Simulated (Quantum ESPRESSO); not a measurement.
Sc:

```
CELL_PARAMETERS angstrom
3.30900 0.00000 0.00000
-1.65450 2.86568 0.00000
0.00000 0.00000 5.27330
ATOMIC_POSITIONS crystal
Sc 0.66667 0.33333 0.75000
Sc 0.33333 0.66667 0.25000
```

Below is the output of Quantum ESPRESSO 7.5 for this cell. Logs are shortened: lines on timing, memory, paths and dates and some standing lists are left out, and cuts for length are marked.

```text
This program is part of the open-source Quantum ESPRESSO suite
     for quantum simulation of materials; please cite
[... 9 lines left out ...]
     --------------------
     sticks:   dense  smooth     PW     G-vecs:    dense   smooth      PW
     Sum         745     745    211                26141    26141    4127

     Using Slab Decomposition

     bravais-lattice index     =            0
     lattice parameter (alat)  =       8.0000  a.u.
     unit-cell volume          =     337.4452 (a.u.)^3
     number of atoms/cell      =            2
     number of atomic types    =            1
     number of electrons       =        22.00
     number of Kohn-Sham states=           18
     kinetic-energy cutoff     =      69.0000  Ry
     charge density cutoff     =     276.0000  Ry
     scf convergence threshold =      4.0E-10
     mixing beta               =       0.5000
     number of iterations used =            8  plain     mixing
     energy convergence thresh.=      1.0E-05
     force convergence thresh. =      4.0E-04
     press convergence thresh. =      3.0E-01
     Exchange-correlation= PBE
                           (   1   4   3   4   0   0   0)
     nstep                     =           40

     celldm(1)=   8.000000  celldm(2)=   0.000000  celldm(3)=   0.000000
     celldm(4)=   0.000000  celldm(5)=   0.000000  celldm(6)=   0.000000

     crystal axes: (cart. coord. in units of alat)
               a(1) = (   0.781638   0.000000   0.000000 )
               a(2) = (  -0.390819   0.676918   0.000000 )
               a(3) = (   0.000000   0.000000   1.245637 )

     reciprocal axes: (cart. coord. in units 2 pi/alat)
               b(1) = (  1.279365  0.738642 -0.000000 )
               b(2) = (  0.000000  1.477283  0.000000 )
               b(3) = (  0.000000 -0.000000  0.802802 )

     PseudoPot. # 1 for Sc read from file:
     Sc_ONCV_PBE-1.0.oncvpsp.upf
     Pseudo is Norm-conserving, Zval = 11.0
     Generated using ONCVPSP code by D. R. Hamann
     Using radial grid of 1662 points,  6 beta functions with:
                l(1) =   0
                l(2) =   0
[... 391 lines left out ...]
     density =      2.99519 g/cm^3

CELL_PARAMETERS (alat=  8.00000000)
   0.781486065  -0.000000000   0.000000000
  -0.390743032   0.676786785   0.000000000
   0.000000000   0.000000000   1.242210230

ATOMIC_POSITIONS (crystal)
Sc               0.6666666667        0.3333333333        0.7500000000
Sc               0.3333333333        0.6666666667        0.2500000000

     NEW-OLD atomic charge density approx. for the potential
     New effective cutoffs (rho, wfc):  276.32   69.37

     Self-consistent Calculation

     iteration #  1     ecut=    69.00 Ry     beta= 0.50
     Davidson diagonalization with overlap
     ethr =  1.00E-06,  avg # of iterations =  2.6

     Threshold (ethr) on eigenvalues was too large:
     Diagonalizing with lowered threshold

     Davidson diagonalization with overlap
     ethr =  2.64E-09,  avg # of iterations =  4.4

     total energy              =    -183.73073222 Ry
     estimated scf accuracy    <       0.00000032 Ry

[... 44 further cycles ...]
     iteration #  3     ecut=    69.00 Ry     beta= 0.50
     Davidson diagonalization with overlap
     ethr =  4.47E-06,  avg # of iterations =  3.9

     total energy              =    -183.73093941 Ry
     estimated scf accuracy    <       0.00020736 Ry
[... 57 lines left out ...]
     iteration # 12     ecut=    69.00 Ry     beta= 0.50
     Davidson diagonalization with overlap
     ethr =  1.00E-13,  avg # of iterations =  1.8

     End of self-consistent calculation

          k = 0.0000 0.0000 0.0000 (  3223 PWs)   bands (ev):

   -40.0247 -39.9548 -18.8414 -18.5035 -18.5035 -18.4378 -18.4378 -18.4107
     4.3094   7.7976  10.0249  11.0162  11.0162  11.2689  11.4620  11.4620
    11.7348  11.7348

          k = 0.0000-0.0000 0.1636 (  3236 PWs)   bands (ev):

   -40.0181 -39.9615 -18.8015 -18.4972 -18.4972 -18.4532 -18.4441 -18.4441
     4.5770   7.4096   9.9690  10.9108  10.9108  11.0925  11.3088  11.3088
    12.0264  12.0264

          k = 0.0000-0.0000 0.3272 (  3212 PWs)   bands (ev):

   -40.0007 -39.9791 -18.6960 -18.5630 -18.4808 -18.4808 -18.4605 -18.4605
     5.3315   6.4049  10.1784  10.6505  10.8747  10.8747  11.0352  11.0352
    12.5432  12.5432

          k =-0.0000 0.1636-0.0000 (  3243 PWs)   bands (ev):
[... 193 lines left out ...]
   -39.9539 -39.9539 -18.7455 -18.7455 -18.6695 -18.6257 -18.4893 -18.4893
     8.9798   9.0372   9.1833   9.1833   9.8182   9.8182  11.6396  12.0688
    13.0266  13.0266

     the Fermi energy is     9.4312 ev

!    total energy              =    -183.73096830 Ry
     estimated scf accuracy    <          5.0E-13 Ry
     smearing contrib. (-TS)   =      -0.00260492 Ry
     internal energy E=F+TS    =    -183.72836338 Ry

     The total energy is F=E-TS. E is the sum of the following terms:
     one-electron contribution =     -72.31486548 Ry
     hartree contribution      =      39.31166196 Ry
     xc contribution           =     -23.74578663 Ry
     ewald contribution        =    -126.97937324 Ry

     convergence has been achieved in  12 iterations

     Forces acting on atoms (cartesian axes, Ry/au):

     atom    1 type  1   force =    -0.00000000   -0.00000000    0.00000000
     atom    2 type  1   force =     0.00000000    0.00000000   -0.00000000

     Total force =     0.000000     Total SCF correction =     0.000000

     Computing stress (Cartesian axis) and pressure

          total   stress  (Ry/bohr**3)                   (kbar)     P=        0.08
   0.00000033   0.00000000   0.00000000            0.05        0.00        0.00
   0.00000000   0.00000033  -0.00000000            0.00        0.05       -0.00
   0.00000000  -0.00000000   0.00000095            0.00       -0.00        0.14

=------------------------------------------------------------------------------=
   JOB DONE.
=------------------------------------------------------------------------------=
```

Problem. What input gives this log?

Solution. Relaxation of cell and atoms with PBE, no spin polarisation. The files as run (others can give the same):

pw.in
```
&CONTROL
  calculation = 'vc-relax'
  prefix = 'pwscf'
  outdir = './tmp'
  pseudo_dir = './pseudo'
  tprnfor = .true.
  tstress = .true.
  disk_io = 'low'
  nstep = 40
  forc_conv_thr = 0.0004
  etot_conv_thr = 1d-05
/
&SYSTEM
  ibrav = 0
  celldm(1) = 8
  nat = 2
  ntyp = 1
  ecutwfc = 69
  nbnd = 18
  occupations = 'smearing'
  smearing = 'fd'
  degauss = 0.00367493
/
&ELECTRONS
  conv_thr = 4d-10
  electron_maxstep = 120
  mixing_beta = 0.5
/
&IONS
  ion_dynamics = 'bfgs'
/
&CELL
  cell_dynamics = 'bfgs'
  press = 0
  press_conv_thr = 0.3
/
ATOMIC_SPECIES
Sc    44.9559 Sc_ONCV_PBE-1.0.oncvpsp.upf
CELL_PARAMETERS alat
  0.7816379682983   0.0000000000000   0.0000000000000
 -0.3908189841492   0.6769183371034   0.0000000000000
  0.0000000000000   0.0000000000000   1.2456365966236
ATOMIC_POSITIONS crystal
Sc     0.6666666667    0.3333333333    0.7500000000
Sc     0.3333333333    0.6666666667    0.2500000000
K_POINTS automatic
9 9 5 0 0 0
```

Potentials or basis: SSSP 1.3 efficiency PBE.
Command:
```sh
$ OMP_NUM_THREADS=1 pw.x -in pw.in > pw.out
```
